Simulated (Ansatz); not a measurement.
# Tin, fcc under revPBE: structure, energy and stiffness

Aim: take tin in the fcc structure, relax it, solve it on a dense k-mesh, then scale the cell to 7 volumes from 88 to 112 % of the relaxed one and try a fit of the equation of state. Spin polarisation is left out. The k-meshes are 11×11×11 for the relaxation; 18×18×18 for the dense run; 13×13×13 for the volumes.

Program: Ansatz 0.2.0. Level of theory: DFT revPBE, plane waves (420 eV) with PAW, scalar-relativistic; the PAW data stem from PBE, with regenerated cores. These are calculated values, not measurements.

### 1 The system as given

The structure is cubic, space group Fm-3m (No. 225). Conventional cell: a = 4.822 Å, b = 4.822 Å, c = 4.822 Å, α = 90.00°, β = 90.00°, γ = 90.00°. Sn (site symmetry m-3m) has 12 Sn at 3.41 Å as nearest neighbours.

As a file:

```xyz
1
Lattice="0.0000 2.4111 2.4111 2.4111 0.0000 2.4111 2.4111 2.4111 0.0000" Properties=species:S:1:pos:R:3 pbc="T T T"
Sn    0.0000    0.0000    0.0000
```

### 2 Relaxation of the cell

The input, input.yaml:

```yaml
crystal:
  lattice:
    - [0.0, 2.4111428816, 2.4111428816]
    - [2.4111428816, 0.0, 2.4111428816]
    - [2.4111428816, 2.4111428816, 0.0]
  atoms:
    - { symbol: Sn, position: [0.0, 0.0, 0.0] }
hamiltonian:
  xc: revpbe
  pseudopotentials:
    kind: paw
    azcp:
      Sn: "pseudopotentials/Sn.paw.azcp"
basis:
  ecutwfc: 420
  fft_grid_basis: typed
kpoints:
  mp_grid: { grid: [11, 11, 11], shift: [0, 0, 0] }
magnetization:
  spin_polarized: false
scf:
  occupations: { method: fermi_dirac, width: 0.1 }
relax:
  max_steps: 60
  f_tol: 0.01
  cell: {}
```

On the command line:

```
> ansatz run input.yaml --threads 2 --pin off --max-ram 5120MiB --backend cpu --events-out ev --progress --plain --runs-dir out
```

The runs that follow: The energy on a finer k-mesh; The cell scaled to 88 % of its volume; The cell scaled to 92 % of its volume; The cell scaled to 96 % of its volume; The cell scaled to 100 % of its volume; The cell scaled to 104 % of its volume; The cell scaled to 108 % of its volume; The cell scaled to 112 % of its volume.

Before running it: what results should come out? Wanted: space group; conventional cell; volume; shortest distance; gap on the mesh; relative to alpha-Sn; V₀, B₀, B₀′.

**Answer**, as computed:

| quantity | value |
| --- | --- |
| space group (spins left aside) | Fm-3m (No. 225) |
| conventional cell | a = 4.858 Å |
| volume | 28.663 Å³/atom |
| shortest distance | 3.435 Å |
| gap on the mesh | none (levels filled in part) |
| relative to alpha-Sn (diamond) | +89 meV/atom |
| V₀, B₀, B₀′ | 28.634 Å³/atom, 43 GPa, 4.6 |

**Reading.** The relaxation enlarged the cell by 2.2 % in volume. Against the reference form of tin (alpha-Sn (diamond), computed apart with the same settings) it stands 89 meV/atom higher. Levels at the Fermi energy are filled in part, as in a metal. The fitted modulus is 43 GPa. Relaxation kept the symmetry; phonons were not checked.
